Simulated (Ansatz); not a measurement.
# BN (F-43m) in Ansatz: single point with PBE

Aim: the single point of BN with PBE.

All numbers are computed with Ansatz 0.2.0; they aren't measurements. Logs are shortened: lines on timing, memory, paths and dates and some standing lists are left out, and cuts for length are marked.

**Experimental background.**

A printed reference work, monograph reports, for a bulk crystal of BN at 300 K: band gap 6.4 eV (indirect).

How close the calculation comes is told below.

### Step 1. Starting point

It takes space group F-43m (No. 216, cubic). Conventional cell: a = 3.626 Å, b = 3.626 Å, c = 3.626 Å, α = 90.00°, β = 90.00°, γ = 90.00°. Around N (site symmetry -43m) lie 4 B at 1.57 Å. Around B (site symmetry -43m) lie 4 N at 1.57 Å.

The cell is a database's computed one.

### Step 2. Single point, PBE

File input.yaml:

```yaml
crystal:
  lattice:
    - [0.0, 1.813001, 1.813001]
    - [1.813001, 0.0, 1.813001]
    - [1.813001, 1.813001, 0.0]
  atoms:
    - { symbol: "N", position: [0.25, 0.25, 0.25] }
    - { symbol: B, position: [0.0, 0.0, 0.0] }
kpoints:
  mp_grid: { grid: [8, 8, 8] }
scf:
  occupations: { method: fermi_dirac, width: 0.03 }
hamiltonian:
  xc: pbe
  pseudopotentials: { kind: all_electron, lapw: { basis_error: 0.002 } }
output:
  forces: true
  stress: true
  eigenvalues: true
```

Potentials or basis: all-electron LAPW, scalar-relativistic.

Run with:

```bash
> ansatz run input.yaml --threads 1 --pin off --max-ram 3072MiB --backend cpu --events-out ev --progress --plain --runs-dir out
```

The program printed:

```text
Warning: RAYON_NUM_THREADS=1 ignored (pool sized by the plan → 1); use --threads N
LAPW: plane waves up to 10.335 Å⁻¹, error target 2.0e-3 eV per atom; small_component_spin mean_spin; B in spheres of 0.735 Å, 5 of its electrons in bands, Dirac shells []; N in spheres of 0.835 Å, 7 of its electrons in bands, Dirac shells [] (how accurate: hamiltonian.pseudopotentials.lapw.basis_error, Limitations)
Engine: ansatz 0.2.0, x86_64-unknown-linux-gnu
Pseudopotentials: kind: all_electron
Pseudopotential: N, LAPW, valence charge 7, lapw/all_electron/scalar/gaussian/N, Koelling and Harmon's equation, gaussian nucleus
Pseudopotential: B, LAPW, valence charge 5, lapw/all_electron/scalar/gaussian/B, Koelling and Harmon's equation, gaussian nucleus
Functional definition: PBE
  parameter kappa = 0.804
  parameter beta = 0.06672455060314922
  exchange = pbe_x(kappa = kappa, mu = beta*pi^2/3)
  correlation = pbe_c(beta = beta)
Crystal: 2 atoms, lattice volume = 11.919 Å³
Basis set: ecut = 406.970554555488 eV, 229 PW (Γ), exchange–correlation at level 2
Bands: 10, of which v1, the nominal top of the filled ones, is band 6 counted from 1 (5 counted from 0)
Symmetry: 24 space group operations
Space group: F-43m (ITA 216), of the structure as read, at distance tolerance 2.3e-5 Å
k-points: 29 of 512 (time reversal used)
Non-local potential: N, projectors of the file, none
Non-local potential: B, projectors of the file, none
Initial density: superposition of atomic densities (chi_scale 0.1, normalization cell, long waves kept (reshape's long-wave potential 0.00 eV rms))
Initial wavefunctions: plane waves of lowest kinetic energy (no species holds an atomic orbital)
Functional: x = pbe(κ = 0.804, μ = 0.2195149727645171), c = pbe(β = 0.06672455060314922)
iter 1 solved again at ethr=1.79e-2 eV; its pass at ethr=1.00e-1 eV (dr2=2.14e0 eV) is discarded
SCF iter   1: F=—  HF=-2169.609719 eV  |F-HF|=—  |Δ(HF+E_count)|=         —  Δρ=1.50e-1  dr2=2.14e0  ethr=1.79e-2  ⟨swp⟩=2.0  Hψ=2218  notcnv=0
preconditioner: auto → none  [insulator: Δε(μ)=6.010 eV  Ē_g=20.338 eV  σ=0.030 eV  W_gap=1.00  n_scr=0 (ndim 8)  ℏωp=30.4 eV  f_vac=0.000  D(μ)=0.00/eV (n_scr^D=0)  ε∞_Penn≈3.2]
iter 2 solved again at ethr=1.78e-3 eV; its pass at ethr=1.79e-2 eV (dr2=2.14e-1 eV) is discarded
SCF iter   2: F=—  HF=-2168.770755 eV  |F-HF|=—  |Δ(HF+E_count)|=   8.39e-1  Δρ=5.22e-2  dr2=2.14e-1  ethr=1.78e-3  ⟨swp⟩=2.0  Hψ=1540  notcnv=0
SCF iter   3: F=—  HF=-2168.693882 eV  |F-HF|=—  |Δ(HF+E_count)|=   7.69e-2  Δρ=2.40e-2  dr2=4.77e-2  ethr=1.78e-3  ⟨swp⟩=2.2  Hψ=876  notcnv=0
SCF iter   4: F=—  HF=-2168.689126 eV  |F-HF|=—  |Δ(HF+E_count)|=         —  Δρ=8.33e-3  dr2=5.89e-3  ethr=3.98e-4  ⟨swp⟩=2.0  Hψ=870  notcnv=0
the basis was enlarged: its passes take 37.8 KiB over the memory plan, 1 of 1 planned eigensolver slots
SCF iter   5: F=—  HF=-2168.688735 eV  |F-HF|=—  |Δ(HF+E_count)|=   3.91e-4  Δρ=1.37e-3  dr2=1.68e-4  ethr=4.91e-5  ⟨swp⟩=2.0  Hψ=869  notcnv=0
SCF iter   6: F=—  HF=-2168.688739 eV  |F-HF|=—  |Δ(HF+E_count)|=   3.83e-6  Δρ=1.08e-4  dr2=1.10e-6  ethr=1.40e-6  ⟨swp⟩=2.0  Hψ=754  notcnv=0
SCF iter   7: F=-2168.688739 eV  HF=-2168.688739 eV  |F-HF|=4.61e-10  |Δ(HF+E_count)|=   2.51e-7  Δρ=3.15e-6  dr2=8.98e-10  ethr=9.16e-9  ⟨swp⟩=2.5  Hψ=774  notcnv=0
SCF 1 converged in 7 iterations: F = -2168.688739 eV  dr2 = 8.98e-10
SCF converged after 7 iterations
Free energy (F): -2168.688739 eV
Harris-Foulkes:  -2168.688739 eV  (|F-HF|=4.61e-10)
Internal energy: -2168.688739 eV  (E = F + TS)
E sigma→0 (E₀):  -2168.688739 eV
Fermi energy:    13.544825 eV
--- Per-component energies (eV) ---
  E_band       = -1022.474059
  E_kinetic    = 2161.359745
  E_xc         = -300.221782
  E_electrostatic = -4029.826702  (all electrons and nuclei)
  E_smearing   = -0.000000  (= −TS)
  E_closure    = 0.000000  (closes the sum)
  E_atoms      = -2151.229577  (free atoms, spherical and without spin; not in F)
  Σ components = -2168.688739   (vs F -2168.688739, Δ=0.00e0)
  Basis errors (estimates in eV, not in F): energy 1.0e-3 per atom: plane waves 1.0e-3 (6.2e-4 summed), levels above the bands 2.2e-230, relativity 2.5e-8, radial functions 2.1e-5, core shells 0.0e0; eigenvalues (radial functions only) 9.6e-6; not estimated: angular momenta, meshes, grids; target (lapw.basis_error) 2.0e-3; muffin-tin radii B 0.735 Å, N 0.835 Å
--- Forces (eV/Å), atoms counted from 1 ---
  atom   1  N     -0.00000000     0.00000000     0.00000000
  atom   2  B      0.00000000    -0.00000000     0.00000000
  max |Σ_I F_I| component: 6.01e-17 eV/Å
--- Stress (GPa, compression-positive) ---
       -0.403298      -0.000000      -0.000000
       -0.000000      -0.403298       0.000000
       -0.000000       0.000000      -0.403298
  P = ⅓ Tr σ = -0.4033 GPa (-4.033 kbar)
--- Band table (eV; the first three rows and the last of 29) ---
  k-point 0: bands = ["-363.8796", "-161.3072", "-8.8093", "11.3161", "11.3161", "11.3161", "20.0997", "20.0997", "20.0997", "21.5213"]
  k-point 1: bands = ["-363.8796", "-161.3072", "-8.4336", "9.4523", "10.9395", "10.9395", "20.4418", "20.6648", "20.6648", "22.7186"]
  k-point 2: bands = ["-363.8796", "-161.3071", "-7.3432", "5.8746", "10.1985", "10.1985", "20.8719", "21.6073", "21.6073", "24.7712"]
  k-point 28: bands = ["-363.8796", "-161.3071", "-2.9794", "3.7701", "4.4201", "4.8744", "20.8788", "24.5239", "25.7675", "25.8371"]
```

It took 7.1 s on 1 thread of Intel Xeon at 2.50GHz (Skylake/Cascade Lake), shared host; peak memory 0.23 GiB.

Results:

* Free energy: -2168.6887 eV
* Pressure: -0.4 GPa
* Band gap on the k mesh: 4.46 eV, indirect (least direct gap 8.78 eV)

Levels at points of the mesh, in eV from the valence-band top:
```csv
k point,band 3,band 4,band 5,band 6,band 7,band 8,band 9,band 10
"(0.00, 0.00, 0.00)",-20.13,0.00,0.00,0.00,8.78,8.78,8.78,10.21
"(0.00, 0.00, -0.50)",-15.95,-10.61,-1.92,-1.92,10.03,10.66,10.66,15.17
"(0.00, -0.50, -0.50)",-14.60,-8.86,-4.86,-4.86,4.46,9.18,17.79,17.79
```

### Step 3. Comparison with measurements

Step 2. Measured gap of BN: 6.4 eV (indirect; 300 K; a printed reference work, monograph). This calculation gives 4.46 eV (-1.94 eV). The value is that of PBE on a finite k mesh, which can miss the band edges, without temperature or zero-point motion. Semilocal functionals fall short of measured gaps as a rule. The cell is a database's relaxed one, not the measured one, which moves gaps too.
